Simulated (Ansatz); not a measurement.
**ZnS (F-43m): gap, valleys and masses**

```
Zn S
1.0
     0.00000    2.67777    2.67777
     2.67777    0.00000    2.67777
     2.67777    2.67777    0.00000
Zn S
1 1
Direct
  0.75000 0.75000 0.75000
  0.00000 0.00000 0.00000
```

Conventional cell: a = 5.356 Å, b = 5.356 Å, c = 5.356 Å, α = 90.00°, β = 90.00°, γ = 90.00°. Around Zn (atom 1) lie 4 S at 2.32 Å. S (atom 2) has 4 Zn at 2.32 Å as nearest neighbours.

Unless marked otherwise, the numbers come from PBEsol, all-electron LAPW in Ansatz 0.2.0, scalar-relativistic. k mesh 8×8×8, fixed occupations, basis error target 1 meV/atom. The cell was relaxed by PAW under this functional.

Extrema are searched on a 12×12×12 mesh and refined by Newton steps; masses come from band slopes 0.005 Å⁻¹ away, 1/m* = (1/ħ²) d²E/dk², negative for holes (the finite step makes the lightest masses up to about 3 % heavy). k is in units of the reciprocal vectors.

Question: Where are the band edges, and is the gap direct?

Answer: The valence maximum lies at Gamma (0.000, 0.000, 0.000) and the conduction minimum at Gamma (0.000, 0.000, 0.000), so the Kohn-Sham gap of 2.091 eV is direct.

Question: What are the electron masses at the edge?

Answer: The principal masses are 0.167, 0.167, 0.167 mₑ. One valley has a density-of-states mass (m₁m₂m₃)^(1/3) = 0.167; the direction-averaged conductivity mass 3/Σ(1/mᵢ) is 0.167 mₑ.

Question: Several bands lie at or near the hole edge, or its surface isn't an ellipsoid. What are the masses by direction?

Answer: 

```
direction  branch from the edge  its level at the point (eV from the edge)   m*/mₑ
      100                     1                                      0.000  -0.661
      100                     2                                      0.000  -0.661
      100                     3                                      0.000  -0.182
      110                     1                                      0.000   -3.44
      110                     2                                      0.000  -0.661
      110                     3                                      0.000  -0.149
      111                     1                                      0.000   -1.43
      111                     2                                      0.000   -1.43
      111                     3                                      0.000   -0.14
     11-2                     1                                      0.000   -1.55
     11-2                     2                                      0.000  -0.905
     11-2                     3                                      0.000  -0.148
```

Question: Along the Cartesian direction 110 the conduction slope is 0.2281 eV·Å one step out. What is it four steps out, and what does that say?

Answer: 0.9031 eV·Å, 3.960 times the first; a parabola would give 4, so the band is nearly parabolic here.

Question: What electronic dielectric constant and refractive index follow from the same bands (independent particles)?

Answer: ε∞ = (6.50, 6.50, 6.50), so n ≈ √ε∞ = 2.55 (mean over directions) well under the gap and the normal reflectivity is ((n − 1)/(n + 1))² = 0.191. With the conductivity mass, a hydrogenic donor screened by ε∞ alone would bind by 13.6 eV × m*/ε∞² = 54 meV; static screening by the ions makes it shallower. Local fields, left out here, lower ε∞ by several per cent.

Question: What gap does PAW give in the same cell?

Answer: 2.088 eV, -3 meV from the LAPW value.

Question: Cells strained by ±0.5 % (all lengths, zz alone, equal engineering shears γ in yz, zx, xy; ions relaxed) give deformation potentials. How do the edge levels move, in eV per unit strain against the centre of the top valence set?

Answer: 

```csv
point,k,side,bands,level (eV),d/dlnV,d/dε_zz,d/dγ,split/ε_zz,split/γ
Gamma,0.00 0.00 0.00,valence,3,0.000,0.00,0.00,0.00*,3.63,8.23
Gamma,0.00 0.00 0.00,conduction,1,2.091,-4.31,-4.31,0.00*,–,–
X,0.50 0.50 0.00,valence,2,-2.346,3.78,7.40,0.00*,0.00,10.92
X,0.50 0.50 0.00,conduction,1,3.172,2.38,5.90,0.00*,–,–
X,0.50 0.00 0.50,valence,2,-2.346,3.78,1.96,0.00*,2.21,10.92
X,0.50 0.00 0.50,conduction,1,3.172,2.38,0.61,0.00*,–,–
L,0.00 0.50 0.00,valence,2,-0.915,1.51,1.51,-1.74,5.68,7.18
L,0.00 0.50 0.00,conduction,1,3.239,-1.81,-1.81,-3.95,–,–
L,0.50 0.50 0.50,valence,2,-0.915,1.51,1.51,5.21,5.68,0.00
L,0.50 0.50 0.50,conduction,1,3.239,-1.81,-1.81,11.85,–,–
```

For the triplet at Γ the single level moves against the pair by 3bε_zz and by 3√3 d (γ/2), so b = -1.21 eV and d = -3.17 eV.

Sets with another level within 0.15 eV are left out, since it mixes in under strain; the reference set stays in any case. Entries marked * vanish by symmetry to first order; what they show is the residue of the finite step. These cells use a basis error target of 0.5 meV/atom.

Keep in mind: semilocal gaps are low, and what follows the gap (onsets, screening, light masses) shifts with it; without spin-orbit coupling, bands that meet at the valence top are not the light and heavy holes of experiment; the frozen-core PAW files of the compared runs were fitted under PBE, their cores solved anew for this functional.
